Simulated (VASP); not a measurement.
Wanted: the native input for a VASP 6.6.1 run.

* Task: single point
* Functional: PBE
* Potentials or basis: VASP PAW PBE potentials, release 64 (Sn_d, O)
* Cutoff: 520 eV
* k mesh: 6 × 6 × 8
* Occupations: gaussian, width 0.011 eV
* Spin: no spin polarisation
* Further INCAR settings: ALGO = Normal; EDIFF = 1e-06

The structure of SnO2 (Cassiterite) lies in POSCAR:

```
SnO2
1.0
    4.7380000000      0.0000000000      0.0000000000
    0.0000000000      4.7380000000      0.0000000000
    0.0000000000      0.0000000000      3.1865000000
Sn O
2 4
Direct
    0.5000000000      0.5000000000      0.5000000000
    0.0000000000      0.0000000000      0.0000000000
    0.8071000000      0.1929000000      0.5000000000
    0.6929000000      0.6929000000      0.0000000000
    0.1929000000      0.8071000000      0.5000000000
    0.3071000000      0.3071000000      0.0000000000
```

These files were run (other wordings do the same):

INCAR

```
  ALGO = Normal
  EDIFF = 1E-6
  ENCUT = 520
  GGA = PE
  ISIF = 2
  ISMEAR = 0
  LASPH = T
  LCHARG = F
  LREAL = F
  LWAVE = F
  NELM = 80
  PREC = Accurate
  SIGMA = 0.011
```

KPOINTS

```
k-points
0
Gamma
  6 6 8
```

Potentials or basis: VASP PAW PBE potentials, release 64 (Sn_d, O).

The run is started by

```console
$ cat potpaw_PBE.64/Sn_d/POTCAR potpaw_PBE.64/O/POTCAR > POTCAR
$ mpirun -np 1 vasp_std > vasp.out
```

It gave:

- Pressure: 11.8 GPa
- Largest force: 0.294 eV/Å
- Band gap on the k mesh: 1.27 eV, direct

Caveat: spin-orbit coupling is left out, which moves the levels of the heavy elements.

Run time: 71 s on 1 thread of AMD EPYC 7R13 Processor (Zen 3), on a shared host, peak memory 0.2 GiB.
